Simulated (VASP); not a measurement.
Here is a VASP 6.6.1 calculation.

Contents of INCAR:

```
SYSTEM = TiPt3
PREC = Accurate
ENCUT = 520
EDIFF = 1E-7
ISMEAR = -1
SIGMA = 0.05
LREAL = .False.
LASPH = .True.
NELM = 80
ALGO = Normal
ISIF = 2
LWAVE = .False.
LCHARG = .False.
GGA = PS
NBANDS = 29
```

KPOINTS

```
regular mesh
0
Gamma
  7 7 7
  0 0 0
```

Contents of POSCAR:

```
TiPt3
1.0
    3.8970000000      0.0000000000      0.0000000000
    0.0000000000      3.8970000000      0.0000000000
    0.0000000000      0.0000000000      3.8970000000
Pt Ti
3 1
Direct
    0.4932930000      0.4955640000      0.0106690000
    0.5038130000     -0.0077050000      0.4867390000
    0.0085140000      0.5096900000      0.5090040000
   -0.0130100000      0.0053160000      0.0044800000
```

Potentials or basis: VASP PAW PBE potentials, release 64 (Pt, Ti_sv).

The run is started by

```bash
$ cat potpaw_PBE.64/Pt/POTCAR potpaw_PBE.64/Ti_sv/POTCAR > POTCAR
$ mpirun -np 1 vasp_std > vasp.out
```

(1) Estimate the largest force.

(2) Predict the pressure.

(3) What does it give for the band gap on the k mesh?

Answers

(1) 0.993 eV/Å.

(2) 1.2 GPa.

(3) none (metal or under the smearing width).

Caveat: the PAW data sets were made with another functional, which shifts forces and pressure a little.
